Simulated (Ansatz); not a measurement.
Level of theory: DFT PBE+D3(BJ), scalar-relativistic, plane waves, PAW in Ansatz 0.2.0. All cells share a 420 eV cutoff and Γ-centred k meshes spaced at most about 0.3 Å⁻¹ (about 0.25 or finer for metals, 2π included). No spin polarisation.

All energies are static (0 K, no zero-point motion).

Two forms of Si were relaxed alike.

A.

```yaml
crystal:
  lattice:
    - [0.00000, 2.71076, 2.71076]
    - [2.71076, 0.00000, 2.71076]
    - [2.71076, 2.71076, 0.00000]
  atoms:
    - { symbol: Si, position: [0.00000, 0.00000, 0.00000] }
    - { symbol: Si, position: [0.25000, 0.25000, 0.25000] }
```

B.

```yaml
crystal:
  lattice:
    - [2.60922, 0.00000, 0.00000]
    - [-1.30461, 2.25965, 0.00000]
    - [0.00000, 0.00000, 2.45727]
  atoms:
    - { symbol: Si, position: [0.00000, 0.00000, 0.00000] }
```

Task: Which is lower in energy, and by how much?

Result: A is lower, by 196 meV/atom. A has the diamond type, space group Fd-3m (No. 227), 19.9 Å³/atom and a gap of 0.56 eV on its mesh; B has the simple hexagonal type, space group P6/mmm (No. 191), 14.5 Å³/atom and no gap. Counting all near atoms (those within 1.25 times the shortest such distance or 1.15 times the sum of covalent radii), A has Si 4 and B has Si 8. The lower one is the more open, so pressure narrows the difference. In A, Si is surrounded by 4 Si at 2.35 Å. In B, around Si lie 2 Si at 2.46 Å and 6 Si at 2.61 Å. Origin: A, reached from a measured cell (COD), among other starts; B, invented, matching a COD cell.

Kohn–Sham gaps at this level usually fall short of measured ones. Cells relaxed within their symmetry can be saddle points.
